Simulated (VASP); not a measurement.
Write the native input for VASP 6.6.1 that does the following.

```
Task                   : single point
Functional             : r2SCAN
Potentials or basis    : VASP PAW PBE potentials, release 64 (Ge_d)
Cutoff                 : 520 eV
k mesh                 : 9 × 9 × 9
Occupations            : fermi-dirac, width 0.05 eV
Spin                   : no spin polarisation
Further INCAR settings : ALGO = Normal; EDIFF = 1e-06; NBANDS = 21
```

The structure of Ge lies in POSCAR:

```
Ge
1.0
    0.0000000000      2.8289100000      2.8289100000
    2.8289100000      0.0000000000      2.8289100000
    2.8289100000      2.8289100000      0.0000000000
Ge
2
Direct
    0.0000000000      0.0000000000      0.0000000000
    0.2500000000      0.2500000000      0.2500000000
```

One way to write it, as run:

INCAR

```
PREC = Accurate
ENCUT = 520
EDIFF = 1E-6
ISMEAR = -1
SIGMA = 0.05
LREAL = False
LASPH = True
NELM = 100
ALGO = Normal
ISIF = 2
LWAVE = False
LCHARG = True
METAGGA = R2SCAN
LMIXTAU = True
LVHAR = True
NBANDS = 21
KPAR = 4
```

KPOINTS

```
Automatic mesh
0
Gamma
  9 9 9
```

Potentials or basis: VASP PAW PBE potentials, release 64 (Ge_d).

Command:

```console
$ cat potpaw_PBE.64/Ge_d/POTCAR > POTCAR
$ mpirun -np 4 vasp_std > vasp.out
```

It gave:

| Property | Result |
| --- | --- |
| Pressure | 0.7 GPa |
| Band gap on the k mesh | 0.40 eV, direct |

Caveat: the PAW data sets were made with another functional, which shifts forces and pressure a little; an odd mesh through Γ misses points on the zone boundary, where band edges often lie.

Run time: 50 s on 4 MPI ranks on Intel(R) Xeon(R) Platinum 8259CL CPU @ 2.50GHz (Skylake/Cascade Lake), with other jobs on the host, peak memory 0.17 GiB a rank.
